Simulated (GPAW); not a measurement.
Crystal: HgTe (Coloradoite).

```
Hg Te
1.0
     4.54599    0.00000    0.00000
     2.27299    3.93694    0.00000
     2.27299    1.31231    3.71178
Hg Te
1 1
Direct
  0.00000 0.00000 0.00000
  0.75000 0.75000 0.75000
```

A sound run:

- Program: GPAW 26.7.0
- Task: single point
- Functional: PBE
- Potentials or basis: GPAW PAW data sets (gpaw-data 1.2.1)
- Cutoff: 700 eV
- Basis: pw
- k mesh: 6 × 6 × 6
- Occupations: fermi-dirac, width 0.05 eV
- Spin: no spin polarisation

It gives pressure 4.6 GPa; band gap on the k mesh none (metal or under the smearing width).

**Question.** What do these careless settings give instead: cutoff 600 eV in place of 700 eV; k mesh 3 × 3 × 3 in place of 6 × 6 × 6?

**Answer.** Pressure 5.9 GPa; band gap on the k mesh none (metal or under the smearing width). The run converged, but these numbers show the error of the settings and aren't properties of the crystal.
